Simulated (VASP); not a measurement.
# CuH2 (P-3m1) in VASP: electric field gradients with PBE

Aim: the electric field gradients of CuH2 with PBE.

All numbers are computed with VASP 6.6.1; they aren't measurements. Logs are shortened: lines on timing, memory, paths and dates and some standing lists are left out, and cuts for length are marked.

### 1 Starting point

Symmetry: P-3m1, No. 164, trigonal system. Conventional cell: a = 2.558 Å, b = 2.558 Å, c = 4.873 Å, α = 90.00°, β = 90.00°, γ = 120.00°. Cu (site symmetry -3m) has 6 H at 1.77 Å as nearest neighbours. H (site symmetry 3m) is surrounded by 3 Cu at 1.77 Å.

The cell comes from a database or a generator and needn't be the stable form of this composition.

### 2 Electric field gradients, PBE

INCAR

```
SYSTEM = CuH2
PREC     = Accurate       ! precision mode
ENCUT    = 520            ! plane-wave cutoff, eV
EDIFF    = 1E-8           ! SCF threshold, eV
ISMEAR   = -1             ! smearing method
SIGMA    = 0.05           ! smearing width, eV
LREAL    = .FALSE.        ! projectors in reciprocal space
LASPH    = .TRUE.         ! aspherical terms in the spheres
NELM     = 100            ! most SCF steps
ALGO     = Normal         ! electronic algorithm
ISIF     = 2              ! what is computed and relaxed
LWAVE    = .FALSE.        ! write WAVECAR
LCHARG   = .FALSE.        ! write CHGCAR
GGA      = PE             ! functional
LEFG     = .TRUE.       
NBANDS   = 14             ! bands
```

KPOINTS

```
regular mesh
0
G
  14 14 8
  0 0 0
```

POSCAR

```
CuH2
1.0
    2.5576488808      0.0000000000      0.0000000000
   -1.2788244404      2.2149889047      0.0000000000
    0.0000000000      0.0000000000      4.8725133106
Cu H
1 2
Direct
    0.0000000000      0.0000000000      0.0000000000
    0.3333333333      0.6666666667      0.1996021845
    0.6666666667      0.3333333333      0.8003978155
```

Potentials or basis: VASP PAW PBE potentials, release 64 (Cu, H).

Started as:

```sh
$ cat potpaw_PBE.64/Cu/POTCAR potpaw_PBE.64/H/POTCAR > POTCAR
$ mpirun -np 1 vasp_std > vasp.out
```

OUTCAR:

```text
SYSTEM = CuH2
   PREC = Accurate
   ENCUT = 520
   EDIFF = 1E-8
   ISMEAR = -1
   LREAL = .FALSE.
   LASPH = .TRUE.
   NELM = 100
   ISIF = 2
   GGA = PE

 ion  position               nearest neighbor table
   1  0.000  0.000  0.000-   2 1.77   3 1.77   2 1.77   3 1.77   3 1.77   2 1.77
   2  0.333  0.667  0.200-   1 1.77   1 1.77   1 1.77
   3  0.667  0.333  0.800-   1 1.77   1 1.77   1 1.77

  LATTYP: Found a hexagonal cell.
 ALAT       =     2.5576488808
 C/A-ratio  =     1.9050751443

  Lattice vectors:

 A1 = (   2.5576488808,   0.0000000000,   0.0000000000)
 A2 = (  -1.2788244404,   2.2149889047,   0.0000000000)
 A3 = (   0.0000000000,   0.0000000000,   4.8725133106)

Analysis of symmetry for initial positions (statically):
=====================================================================
 Subroutine PRICEL returns:
 Original cell was already a primitive cell.

 Routine SETGRP: Setting up the symmetry group for a
 hexagonal supercell.

 Subroutine GETGRP returns: Found 12 space group operations
 (whereof 12 operations were pure point group operations)
 out of a pool of 24 trial point group operations.

The static configuration has the point symmetry D_3d.

Analysis of symmetry for dynamics (positions and initial velocities):
=====================================================================
 Subroutine PRICEL returns:
 Original cell was already a primitive cell.

 Routine SETGRP: Setting up the symmetry group for a
 hexagonal supercell.

 Subroutine GETGRP returns: Found 12 space group operations
 (whereof 12 operations were pure point group operations)
 out of a pool of 24 trial point group operations.

The dynamic configuration has the point symmetry D_3d.

 Subroutine INISYM returns: Found 12 space group operations
 (whereof 12 operations are pure point group operations),
 and found     1 'primitive' translations

----------------------------------------------------------------------------------------

                                     Primitive cell

  volume of cell :      27.6036

[... 144 lines left out ...]
 Fermi energy:         2.3971670242

 k-point     1 :       0.0000    0.0000    0.0000
  band No.  band energies     occupation
      1      -8.4036      2.00000
      2      -2.8296      2.00000
      3      -2.1647      2.00000
      4      -1.8534      2.00000
      5      -1.8534      2.00000
      6      -0.9265      2.00000
      7      -0.9265      2.00000
      8       5.8783      0.00000
      9      17.1321      0.00000
     10      17.4403      0.00000
     11      21.4734      0.00000
     12      24.5683      0.00000
     13      24.5683      0.00000
     14      25.1703      0.00000
[... 377 lines left out ...]
      1      -3.8891      2.00000
      2      -3.6087      2.00000
      3      -2.0118      2.00000
      4      -1.7192      2.00000
      5      -1.0991      2.00000
      6       1.6608      2.00000
      7       2.6894      0.00577
      8       6.7332      0.00000
      9       9.7977      0.00000
     10      10.1572      0.00000
     11      11.8408      0.00000
     12      14.1539      0.00000
     13      15.1054      0.00000
     14      17.5283      0.00000

 [... further k-points ...]

------------------------ aborting loop because EDIFF is reached ----------------------------------------

  FORCE on cell =-STRESS in cart. coord.  units (eV):
  Direction    XX          YY          ZZ          XY          YZ          ZX
  --------------------------------------------------------------------------------------
  -------------------------------------------------------------------------------------
  Total        0.0222817      0.0222817     -0.0014387      0.0000000      0.0000000      0.0000000
  in kB        1.2932842      1.2932842     -0.0835046      0.0000000      0.0000000      0.0000000
  external PRESSURE =       0.8343546 kB  Pullay stress =       0.0000000 kB

 VOLUME and BASIS-vectors are now :
 -----------------------------------------------------------------------------
  energy-cutoff  :      520.00
  volume of cell :       27.60
      direct lattice vectors                 reciprocal lattice vectors
     2.557648881  0.000000000  0.000000000     0.390984082  0.225734765  0.000000000
    -1.278824440  2.214988905  0.000000000     0.000000000  0.451469530  0.000000000
     0.000000000  0.000000000  4.872513311     0.000000000  0.000000000  0.205232892

 POSITION                                       TOTAL-FORCE (eV/Angst)
 -----------------------------------------------------------------------------------
      0.00000      0.00000      0.00000        -0.000000     -0.000000      0.000000
     -0.00000      1.47666      0.97256        -0.000000     -0.000000      0.016327
      1.27882      0.73833      3.89995         0.000000      0.000000     -0.016327
 -----------------------------------------------------------------------------------
    total drift:                               -0.000000     -0.000000      0.000000

  FREE ENERGIE OF THE ION-ELECTRON SYSTEM (eV)
  ---------------------------------------------------
  free  energy   TOTEN  =        -9.5597861434 eV

  energy  without entropy=       -9.5561909187  energy(sigma->0) =       -9.55798853

 Electric field gradients (V/A^2)
---------------------------------------------------------------------
 ion       V_xx      V_yy      V_zz      V_xy      V_xz      V_yz
---------------------------------------------------------------------
   1       2.375     2.372    -4.747    -0.002     0.000    -0.000
   2       0.338     0.339    -0.676     0.001    -0.000     0.000
   3       0.338     0.339    -0.676     0.001    -0.000     0.000
---------------------------------------------------------------------

 Electric field gradients after diagonalization (V/A^2)
 (convention: |V_zz| > |V_xx| > |V_yy|)
----------------------------------------------------------------------
 ion       V_xx      V_yy      V_zz     asymmetry (V_yy - V_xx)/ V_zz
----------------------------------------------------------------------
   1       2.376     2.371    -4.747       0.001
   2       0.339     0.337    -0.676       0.002
   3       0.339     0.337    -0.676       0.002
----------------------------------------------------------------------

           NMR quadrupolar parameters

 Cq : quadrupolar parameter    Cq=e*Q*V_zz/h
 eta: asymmetry parameters     (V_yy - V_xx)/ V_zz
 Q  : nuclear electric quadrupole moment in mb (millibarn)
----------------------------------------------------------------------
 ion       Cq(MHz)       eta       Q (mb)
----------------------------------------------------------------------
   1      -0.011       0.001       1.000
   2      -0.002       0.002       1.000
   3      -0.002       0.002       1.000
----------------------------------------------------------------------
```

Run time: 30 s. Hardware: 1 thread of AMD EPYC 9R45 (Zen 5), shared host; peak memory 0.15 GiB.

What came out:

* Free energy: -9.5598 eV
* Pressure: 0.1 GPa
* Largest force: 0.016 eV/Å
* Band gap on the k mesh: none (metal or under the smearing width)

Forces on the atoms (eV/Å):
```
Cu   0.000  0.000  0.000
H    0.000  0.000  0.016
H    0.000  0.000 -0.016
```

Stress tensor (GPa, compression positive):
```
 0.13  0.00  0.00
 0.00  0.13  0.00
 0.00  0.00 -0.01
```

Electric field gradients, principal values (V/Å²):
| atom | Vxx | Vyy | Vzz |
| --- | --- | --- | --- |
| 1 Cu | 2.371 | 2.376 | -4.747 |
| 2 H | 0.337 | 0.339 | -0.676 |
| 3 H | 0.337 | 0.339 | -0.676 |
